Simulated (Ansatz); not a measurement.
Space group Im-3m (No. 229). a = 3.819 Å, b = 3.819 Å, c = 3.819 Å, α = 90.00°, β = 90.00°, γ = 90.00°
```csv
atom,site,symmetry,x,y,z
In,2a,m-3m,0.0000,0.0000,0.0000
```

Equation of state of this In structure (not necessarily the ground state), with shape and atoms relaxed at each volume where symmetry leaves them free. It has no gap at any of these volumes. The calculation used Ansatz, DFT PBE, scalar-relativistic, plane waves, PAW.

Settings: cutoff 420 eV, Γ-centred mesh 16×16×16 on the computed 1-atom cell, Gaussian smearing of 0.10 eV; no spin polarisation.

| V (Å³/atom) | E − E(largest V) (meV/atom) | P (GPa) |
| --- | --- | --- |
| 24.514 | 31.19 | 6.00 |
| 25.349 | 5.26 | 4.05 |
| 26.185 | -11.64 | 2.47 |
| 27.021 | -21.14 | 1.15 |
| 27.856 | -24.22 | 0.02 |
| 28.692 | -21.88 | -0.93 |
| 29.528 | -14.99 | -1.72 |
| 30.642 | 0.00 | -2.56 |

Question: Fit a third-order Birch–Murnaghan equation to E(V).

Answer: V0 = 27.89 Å³/atom, B0 = 34 GPa, B0' = 4.6.

This bcc form isn't the element's structure at ambient conditions.